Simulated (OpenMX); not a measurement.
Runs of OpenMX 3.8.5 on ZrC. The structure is tetragonal, space group I4/mmm (No. 139). Conventional cell: a = 3.278 Å, b = 3.278 Å, c = 4.730 Å, α = 90.00°, β = 90.00°, γ = 90.00°. Zr (site symmetry 4/mmm) has 6 C at 2.32 to 2.37 Å as nearest neighbours. C (site symmetry 4/mmm) has 6 Zr at 2.32 to 2.37 Å as nearest neighbours. 

| task | level | potentials or basis | spin | cell | k mesh | SCF threshold | max SCF cycles | grid points, held for all volumes | gap on the mesh (eV) | pressure (GPa) | V0 of scaled cells (Å³/atom) | B0 (GPa) |
| --- | --- | --- | --- | --- | --- | --- | --- | --- | --- | --- | --- | --- |
| band structure | PBE | OpenMX 2013 PBE set, Zr7.0-s3p2d2, C6.0-s2p2d1, grid cutoff 400 Ry | off | I4/mmm, 12.7 Å³/atom | 7 × 7 × 7 | 1e-08 Ha | 100 | - | - | (c) | - | - |
| band structure | PBE | OpenMX 2013 PBE set, Zr7.0-s3p2d1, C6.0-s2p2, grid cutoff 400 Ry | off | Fm-3m, 13.23 Å³/atom | 11 × 11 × 11 | 1e-08 Ha | 100 | - | - | (d) | - | - |
| equation of state | PBE | OpenMX 2013 PBE set, Zr7.0-s3p2d1, C6.0-s2p2, fixed grid of 32 × 32 × 32 points | off | Fm-3m, 13.23 Å³/atom | 11 × 11 × 11 | 1e-08 Ha | - | 32 × 32 × 32 | - | - | 13.20 | 219 |
| band structure | PBE | OpenMX 2013 PBE set, Zr7.0-s3p2d2, C6.0-s2p2d1, grid cutoff 400 Ry | off | I4/mmm, 13.76 Å³/atom | 7 × 7 × 7 | 1e-08 Ha | 100 | - | - | -9.4 | - | - |
| equation of state | PBE | OpenMX 2013 PBE set, Zr7.0-s3p2d2, C6.0-s2p2d1, fixed grid of 32 × 32 × 32 points | off | Fm-3m, 13.23 Å³/atom | 11 × 11 × 11 | 1e-08 Ha | - | 32 × 32 × 32 | - | - | (a) | 221 |
| band structure | LDA | OpenMX 2013 LDA set, Zr7.0-s3p2d2, C6.0-s2p2d1, grid cutoff 400 Ry | off | Fm-3m, 13.23 Å³/atom | 7 × 7 × 7 | 1e-08 Ha | 100 | - | - | -9.9 | - | - |
| equation of state | LDA | OpenMX 2013 LDA set, Zr7.0-s3p2d2, C6.0-s2p2d1, fixed grid of 32 × 32 × 32 points | off | Fm-3m, 13.23 Å³/atom | 11 × 11 × 11 | 1e-08 Ha | - | 32 × 32 × 32 | - | - | 12.65 | 242 |
| band structure | PBE | OpenMX 2013 PBE set, Zr7.0-s3p2d2, C6.0-s2p2d1, grid cutoff 400 Ry | off | I4/mmm, 12.19 Å³/atom | 7 × 7 × 7 | 1e-08 Ha | 100 | - | - | 19.7 | - | - |
| single point | PBE | OpenMX 2013 PBE set, Zr7.0-s3p2d2, C6.0-s2p2d1, grid cutoff 400 Ry | off | atoms moved at random, drawn with an rms of 0.05 Å | 11 × 11 × 11 | 1e-08 Ha | 100 | - | none | -1.4 | - | - |
| band structure | PBE | OpenMX 2013 PBE set, Zr7.0-s3p2d2, C6.0-s2p2d1, grid cutoff 400 Ry | off | Fm-3m, 13.23 Å³/atom | 7 × 7 × 7 | 1e-08 Ha | 100 | - | - | -1.8 | - | - |
| single point | PBE | OpenMX 2013 PBE set, Zr7.0-s3p2d2, C6.0-s2p2d1, grid cutoff 400 Ry | off | Fm-3m, 13.23 Å³/atom | 11 × 11 × 11 | 1e-08 Ha | 100 | - | none | (b) | - | - |

Alike in all rows: smearing fermi-dirac 0.05 eV.

Problem. Estimate the missing entries.

Solution. (a) 13.12; (b) -1.7; (c) 7.8; (d) -0.4.

Caveats: the basis of atomic orbitals isn't converged, which shifts pressures, moduli and gaps; volumes in these bases differ from converged ones by about 1 %, for some elements by several (some runs).

A k mesh can miss the band edges, and the runs leave out spin-orbit coupling on Zr.

A gap of «none» marks a metal or a gap under the smearing width.
